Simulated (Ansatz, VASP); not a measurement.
## Ba: VASP beside Ansatz

```
Ba
1.0
    -2.52245    2.52245    2.43500
     2.52245   -2.52245    2.43500
     2.52245    2.52245   -2.43500
Ba
1
Direct
  0.00000 0.00000 0.00000
```

Alike in both runs: functional PBE; k mesh 8 × 8 × 8; occupations gaussian, width 0.1 eV; no spin polarisation.

Ansatz relaxed the structure, and its values are those at the end. VASP's run is a single point on that final structure, the one shown.

|  | VASP | Ansatz |
| --- | --- | --- |
| version | VASP 6.6.1 | Ansatz 0.2.0 |
| potentials or method | VASP PAW PBE potentials, release 64 (Ba_sv) | scalar-relativistic, plane waves, PAW |
| plane-wave cutoff (eV) | 520 | 420 |
| valence electrons in the cell | 10 | 10 |

|  | VASP | Ansatz | Ansatz less VASP |
| --- | --- | --- | --- |
| gap on the k mesh at the Fermi level (eV) | none | none | - |
| pressure (GPa) | 0.2 | 0.1 | -0.05 |

A gap of «none» marks a metal or a gap that the smearing closes.

Spin-orbit coupling is left out, which matters for the levels of Ba.
